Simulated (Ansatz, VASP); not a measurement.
**Si11BHO24 (B-H pair in alpha-quartz): VASP beside Ansatz**

Wanted: the spread between two codes on one cell, functional and k mesh. The cell is taken from a series of runs on this material, whose earlier steps may have relaxed, scaled, displaced or heated it; both programs get it as it stands.

Method: plane waves, with VASP 6.6.1 beside it; single point at HSE06, in Ansatz 0.2.0.

**1. Set-up**

The cell holds 37 atoms: 11 Si, 24 O, 1 B and 1 H. Its edges and angles: a = 7.452 Å, b = 7.452 Å, c = 10.037 Å, α = 70.3°, β = 70.3°, γ = 71.4°. It derives from SiO2 (SiO2 (P3_221)). Nearest the centre at fractional (0.451, 0.491, 0.504): B36 at 1.18 Å, H37 at 1.23 Å, O12 at 1.28 Å, O35 at 1.75 Å, O19 at 1.84 Å, O28 at 1.85 Å, Si1 at 2.81 Å, Si8 at 3.04 Å.

**2. VASP: single point, HSE06**

With cell and atoms fixed, the geometry can't cause a difference; cores, projectors, grids and the points listed under the comparison can.

Lines of VASP's logs that name or quote its potential files are left out, and so is its time.

The run reads the wave functions of an earlier VASP run, which isn't shown here.

Input file INCAR:

```
SYSTEM = Si11BHO24
PREC = Accurate
ENCUT = 520
EDIFF = 1E-06
NELM = 100
ISMEAR = -1
SIGMA = 0.01
LREAL = Auto
ALGO = Normal
LHFCALC = .TRUE.
AEXX = 0.25
GGA = PE
HFSCREEN = 0.208
LASPH = .TRUE.
NBANDS = 121
PRECFOCK = Fast
LORBIT = 11
LWAVE = .FALSE.
LCHARG = .FALSE.
ISIF = 2
```

Input file POSCAR:

```
Si11BHO24
1.0
   -2.5091692191      4.3460085723      5.5089740863
    5.0183384383      0.0000000000      5.5089740863
    5.0183384383      8.6920171446      0.0000000000
Si O B H
11 24 1 1
Direct
    0.0798782463      0.5780307967      0.4541586656
    0.5911139797      0.0736385674      0.2004919289
    0.4129040121      0.9323055593      0.0250299181
    0.9103946242      0.4238883545      0.2890725744
    0.0040973638      0.0028012444      0.2494032230
    0.4887380620      0.4958894793      0.0086232946
    0.0758908016      0.5800092616      0.9569009867
    0.6042850463      0.0916652798      0.6929846858
    0.4320898347      0.9084515533      0.5349125769
    0.8989641866      0.4285533201      0.7811261996
    0.0129507601      0.9945479420      0.7524310151
    0.2909764060      0.4757362315      0.4916463008
    0.8179928429      0.9993160598      0.2038427275
    0.4543931632      0.0057739944      0.3622596342
    0.9270727545      0.5311208358      0.1173952873
    0.4512654938      0.6990260669      0.0486543590
    0.9510849785      0.1914671422      0.3118013526
    0.1882056141      0.0139251213      0.1067562563
    0.6983780178      0.5093987186      0.3865453547
    0.0678075851      0.4698649601      0.3435880671
    0.5594897064      0.9759050238      0.0914034017
    0.0559549791      0.8088295710      0.3766282823
    0.5356178752      0.3104648236      0.1432442666
    0.2982840092      0.4875537064      0.9702748912
    0.8256332281      0.9932341039      0.7070488968
    0.4518881565      0.0443305506      0.8526497353
    0.9161157220      0.5453078861      0.6102347462
    0.4963891710      0.6717678035      0.5706513729
    0.9752531524      0.1969222355      0.7935348268
    0.2043956846      0.9700441280      0.6184423218
    0.6733784129      0.4829069275      0.8677160189
    0.0363885921      0.4895562384      0.8461180471
    0.5622687341      0.9942278546      0.5886206528
    0.0434908954      0.8145103850      0.8937797159
    0.5783014929      0.3270472560      0.6318854207
    0.5912710040      0.5024454626      0.5276578555
    0.2881385770      0.4535781985      0.5627689299
```

Input file KPOINTS:

```
Automatic mesh
0
Gamma
1 1 1
0 0 0
```

The projector-augmented-wave data sets are Si, O, B and H (PBE family, release 64).

Command:

```
$ export OMP_NUM_THREADS=3
$ mpirun -np 1 vasp_gam
```

Numbers of over 12 decimals in the logs are rounded to 6 here.

Log:

```text
[banner, memory and clock lines left out]
running    1 mpi-ranks, on    1 nodes
[...]
Offloading initialized ...    1 GPUs detected
[...]
LDA part: xc-table for (Slater+PW92), standard interpolation
|                                                                             |
|           W    W    AA    RRRRR   N    N  II  N    N   GGGG   !!!           |
|           W    W   A  A   R    R  NN   N  II  NN   N  G    G  !!!           |
|           W    W  A    A  R    R  N N  N  II  N N  N  G       !!!           |
|           W WW W  AAAAAA  RRRRR   N  N N  II  N  N N  G  GGG   !            |
|           WW  WW  A    A  R   R   N   NN  II  N   NN  G    G                |
|           W    W  A    A  R    R  N    N  II  N    N   GGGG   !!!           |
|                                                                             |
|     The distance between some ions is very small. Please check the          |
|     nearest-neighbor list in the OUTCAR file.                               |
|     I HOPE YOU KNOW WHAT YOU ARE DOING!                                     |
|                                                                             |

 found WAVECAR, reading the header
 POSCAR, INCAR and KPOINTS ok, starting setup
[...]
reading WAVECAR
 the WAVECAR file was read successfully
 initial charge from wavefunction
 entering main loop
       N       E                     dE             d eps       ncg     rms          rms(c)
DAV:   1    -0.348223755530E+03   -0.34822E+03   -0.55481E+00   276   0.863E+00    0.107E+01
DAV:   2    -0.348264859691E+03   -0.41104E-01   -0.20861E-01   284   0.136E+00    0.780E+00
DAV:   3    -0.348246313698E+03    0.18546E-01   -0.19668E-02   292   0.403E-01    0.468E+00
DAV:   4    -0.348242299398E+03    0.40143E-02   -0.66018E-03   276   0.215E-01    0.267E+00
[...]
DAV:   9    -0.348240546750E+03    0.86168E-05   -0.69313E-06   284   0.104E-02    0.157E-01
DAV:  10    -0.348240545347E+03    0.14029E-05   -0.21262E-06   188   0.612E-03    0.897E-02
DAV:  11    -0.348240545629E+03   -0.28264E-06   -0.10602E-06   180   0.462E-03
   1 F= -.34824055E+03 E0= -.34824055E+03  d E =-.109106E-14
```

OUTCAR, selected parts (step 2):

```text
  Total       -2.4422557     24.4074211     -3.8555230     10.7726887     -3.7647568     -6.0439510
  in kB       -8.1418007     81.3675484    -12.8532405     35.9131456    -12.5506514    -20.1488503
  external PRESSURE =      20.1241691 kB  Pullay stress =       0.0000000 kB

 POSITION                                       TOTAL-FORCE (eV/Angst)
 -----------------------------------------------------------------------------------
      4.97945      4.29471      3.62440        -0.217119     -0.224464      0.140383
     -0.10753      4.31167      3.66210        -0.019265     -0.022404     -0.004229
      3.76819      2.01204      7.41072        -0.026545     -0.052269      0.023109
      1.29355      6.46921      7.35053        -0.006032     -0.085678     -0.046365
      1.25537      2.18562      0.03800         0.008292     -0.054948      0.044175
      1.30549      2.19901      5.42429         0.002485     -0.035072      0.001032
      7.52231      8.64722      3.61334        -0.080732     -0.068360     -0.012645
      2.42139      8.64966      3.83397         0.114098     -0.052905      0.037679
      6.15910      6.52734      7.38501         0.010033      0.036145     -0.022168
      3.81493     10.69647      7.31326         0.009037      0.171035      0.014586
      8.73444      6.59643      5.55028         0.016320      0.020086     -0.010259
      4.12454      5.53798      4.22380       -18.923427    -47.648171     10.264450
      3.98538      5.32681     10.01151         0.010472      0.030528      0.003474
      0.70677      5.12356      2.53505        -0.009389      0.001210      0.008941
[...]
-----------------------------------------------------------------------------------
    total drift:                               -0.014465     -0.020733      0.031241

  FREE ENERGIE OF THE ION-ELECTRON SYSTEM (eV)
  ---------------------------------------------------
  free  energy   TOTEN  =      -348.2405456294 eV

  energy  without entropy=     -348.2405456294  energy(sigma->0) =     -348.24054563

[... 3 further parts left out ...]
[key lines of the parts left out:]
E-fermi :  -0.5485
```

The run ends at a pressure of 2.01 GPa, with forces up to 52 eV/Å.

(Part 1 of 2 ends here.)

[Lines on the potential files, build, host, timing and source positions are cut from VASP's logs without a mark.]

[Logs are printed without paths, hosts, clocks, repeated set-up lines and the standing remarks that a program may print on its own settings, such as how far it seeks lower states.]

[Hosts, paths, dates, database ids (printed as entryN), source tags and the programs' standing remarks are cut or masked in the printed files.]
